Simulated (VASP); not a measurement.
Cd, 6 atoms in the cell. The cell holds a wire with vacuum, 6 atoms: a = 13.500 Å, b = 13.700 Å, c = 4.789 Å, α = 90.00°, β = 90.00°, γ = 90.00°. 

- Program: VASP 6.6.1
- Task: single point
- Functional: PBE
- Potentials or basis: VASP PAW PBE potentials, release 64 (Cd)
- Cutoff: 520 eV
- k mesh: 1 × 1 × 6
- Occupations: gaussian, width 0.05 eV
- Spin: no spin polarisation
- Dipole correction: no
- Further INCAR settings: ALGO = Fast; EDIFF = 1e-06; NBANDS = 45

Potentials or basis: VASP PAW PBE potentials, release 64 (Cd).

Launch:

```bash
$ cat potpaw_PBE.64/Cd/POTCAR > POTCAR
$ mpirun -np 1 vasp_std > vasp.out
```

Hardware: 1 thread of Intel(R) Xeon(R) 6975P-C (Granite Rapids) (shared host).

How long does it take, and how much memory?

It took 2.8 min on 1 thread of Intel(R) Xeon(R) 6975P-C (Granite Rapids), with other jobs on the host, peak memory 0.78 GiB. Counts: scf iterations 17, k points 4.
